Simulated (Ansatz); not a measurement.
**How long does this Ansatz run take?**

```yaml
crystal:
  lattice:
    - [-3.3008435707, 3.3008435707, 3.3008435707]
    - [3.3008435707, -3.3008435707, 3.3008435707]
    - [3.3008435707, 3.3008435707, -3.3008435707]
  atoms:
    - { symbol: Si, position: [0.25, 0.125, 0.875] }
    - { symbol: Si, position: [0.875, 0.25, 0.125] }
    - { symbol: Si, position: [0.75, 0.375, 0.625] }
    - { symbol: Si, position: [0.625, 0.75, 0.375] }
    - { symbol: Si, position: [0.125, 0.875, 0.25] }
    - { symbol: Si, position: [0.375, 0.625, 0.75] }
    - { symbol: "N", position: [0.5628, 0.5628, 0.5628] }
    - { symbol: "N", position: [0.4372, 0.5, 0.0] }
    - { symbol: "N", position: [0.5, 0.0, 0.9372] }
    - { symbol: "N", position: [0.0, 0.4372, 0.5] }
    - { symbol: "N", position: [0.9372, 0.5, 0.0] }
    - { symbol: "N", position: [0.0628, 0.0628, 0.0628] }
    - { symbol: "N", position: [0.0, 0.9372, 0.5] }
    - { symbol: "N", position: [0.5, 0.0, 0.4372] }
kpoints:
  mp_grid: { grid: [6, 6, 6] }
scf:
  occupations: { method: fermi_dirac, width: 0.02 }
hamiltonian:
  xc: pbe
  pseudopotentials: { kind: paw }
output:
  forces: true
  stress: true
  populations: true
  efg:
    quadrupole_moments_barn: { "N": 0.02044 }
    contact_densities: true
relax:
  f_tol: 0.02
  max_steps: 60
```

```sh
ansatz run input.yaml --threads 4 --pin off --max-ram 8192MiB --backend cpu --events-out ev --progress --plain --runs-dir out
```

It runs on 4 threads of Arm Neoverse V1 (aarch64; 8 cores open to the job, memory cap 8.0 GiB, no GPU), a shared host with a load of 0.5 a core.

**Question.** How much time and memory should be set aside?

**Answer.** About 8 s of wall time (29 s of CPU time) and 0.51 GiB. The run holds 64 valence electrons in 46 bands, about 2779 plane waves a k-point and 16 irreducible k-points, and took 16 SCF iterations, over 3 ionic steps. Times on a shared host vary by tens of per cent.
